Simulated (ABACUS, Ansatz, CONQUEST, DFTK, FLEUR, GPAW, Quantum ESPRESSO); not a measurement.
# Cost and result for the band gap of P

```yaml
crystal:
  lattice:
    - [1.64774, -5.46504, 0.00000]
    - [1.64774, 5.46504, 0.00000]
    - [0.00000, 0.00000, 4.54364]
  atoms:
    - { symbol: P, position: [0.90414, 0.09586, 0.58882] }
    - { symbol: P, position: [0.09586, 0.90414, 0.41118] }
    - { symbol: P, position: [0.59586, 0.40414, 0.08882] }
    - { symbol: P, position: [0.40414, 0.59586, 0.91118] }
```

```csv
rung,level,program and potentials,cutoff (eV),k mesh,smearing,task,core time,chip,band gap (eV),miss (eV),notes
GGA,PBE,"Quantum ESPRESSO, SG15 PBE 1.2",599,4 × 4 × 4,fermi-dirac 0.05,single point,24 s,Arm Neoverse V1,0.10,-0.23,coarse mesh
GGA,PBE,"Ansatz, all-electron LAPW, scalar-relativistic",-,8 × 8 × 6,fermi-dirac 0.05,single point,28 s,Intel Xeon Platinum 8375C Ice Lake,0.10,-0.23,-
GGA,PBE,"CONQUEST, PseudoDojo NC PBE, SZP, grid cutoff 120 Ha",-,6 × 4 × 2,fermi-dirac 0.05,single point,28 s,AMD EPYC 7B13 Zen 3,0.15,-0.18,atomic basis; cell of 8 atoms
GGA,PBE,"ABACUS, PseudoDojo NC SR 0.4.1 PBE standard, plane waves",599,8 × 8 × 6,fermi-dirac 0.05,single point,56 s,Intel Xeon 6975P-C Granite Rapids,0.09,-0.24,-
GGA,PW91,"GPAW, PAW data sets generated for this functional",600,5 × 5 × 4,fermi-dirac 0.05,band structure,2.3 min,Arm Neoverse V2,0.10,-0.23,coarse mesh; from the band path
GGA,PBEsol,"Quantum ESPRESSO, PseudoDojo 0.4.1 SR PBEsol standard",599,8 × 8 × 6,fermi-dirac 0.05,band structure,2.9 min,Intel Xeon,no gap,no gap,from the band path
non-local van der Waals functional,vdW-DF,"GPAW, GPAW PAW data sets (gpaw-data 1.2.1)",600,5 × 5 × 4,fermi-dirac 0.05,band structure,3.4 min,Arm Neoverse V1,0.23,-0.10,coarse mesh; potentials made for PBE; from the band path
GGA,PBE,"DFTK, PseudoDojo SR PBE 0.4.1 standard (PBE)",762,8 × 8 × 6,fermi-dirac 0.05,single point,4.5 min,Intel Xeon Platinum 8488C Sapphire Rapids,0.09,-0.24,-
GGA,PBEsol,"FLEUR, all-electron, FLAPW",-,8 × 8 × 6,fermi-dirac 0.05,band structure,15 min,Arm Neoverse V1,no gap,no gap,from the band path
```

Times are single runs on shared hosts and different chips, so they are rough; meshes, cutoffs and the tasks' sizes weigh on the time. All rows: no spin polarisation. Gaps are the least found on the k mesh or the band path, and a mesh can miss the band edges. Smearing widths are in eV. The cell comes from a database and isn't always the measured one. Meshes differ between rows, which moves values too. All levels ran on this one cell, unrelaxed unless noted. Meshes are those of the run's cell of 4 atoms unless a note names another. Misses use the values as printed. Runs on faulty files, with rough fits or with known faults for this quantity aren't shown. No row holds spin-orbit coupling.

By rung: GGA no gap to 0.10; GGA on coarse meshes 0.10; GGA in atomic bases 0.15; non-local van der Waals functional on coarse meshes 0.23 (eV). Measured: 0.33 eV at 300 K (pmc:9106664, doi:10.1038/s41467-022-30341-4). Closest, coarse meshes and atomic bases left aside, is PBE with Ansatz, all-electron LAPW, scalar-relativistic (-0.23 eV). LDA and GGA gaps fall short mostly because these functionals lack the derivative discontinuity; the runs are for a static lattice, while measurements hold temperature and zero-point motion.
